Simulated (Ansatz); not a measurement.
# BaF2 (Frankdicksonite) under changes of volume

One of the cells (19.862 Å³/atom); the others are scaled copies at fixed shape and fractional positions:

```
Ba F
1.0
     0.00000    3.10005    3.10005
     3.10005    0.00000    3.10005
     3.10005    3.10005    0.00000
Ba F
1 2
Direct
  0.00000 0.00000 0.00000
  0.75000 0.75000 0.75000
  0.25000 0.25000 0.25000
```

- Program: Ansatz 0.2.0
- Functional: PBE
- Potentials or basis: Ansatz PAW
- Cutoff: 420 eV (not typed: the program's choice for these potentials)
- k mesh: 8 × 8 × 8
- Occupations: fermi-dirac, width 0.05 eV
- Spin: no spin polarisation

```csv
volume (Å³/atom),energy over the lowest point (meV/atom),pressure (GPa),gap on the mesh (eV)
18.670,26.17,5.6,7.10
19.067,?,?,?
19.464,6.41,2.5,6.92
19.862,1.67,1.3,6.83
20.259,0.00,0.1,6.74
20.656,0.91,-0.9,6.66
21.053,4.15,-1.8,6.57
```

Task: What does the run at 19.067 Å³/atom give?

Result: Energy over the lowest point 14.42 meV/atom; pressure 4.0 GPa; gap on the mesh 7.01 eV.

Worked out: A Birch-Murnaghan fit of order 3 (a polynomial in V^(-2/3)) to the other rows has its minimum at 20.31 Å³/atom with B0 = V·E''(V) = 53 GPa and B' = 5.0. It gives 14.41 meV/atom at 19.067 Å³/atom, against the run's 14.42, and -dE/dV = 4.0 GPa, against 4.0. A straight line through the other rows of the gap, of slope -4.4 eV per unit of ln V, gives 7.01 eV, against the run's 7.01.

Energies are extrapolated to zero smearing.

Caveats: spin-orbit coupling is left out, which moves the levels of the heavy elements.

A mesh can miss the band edges.
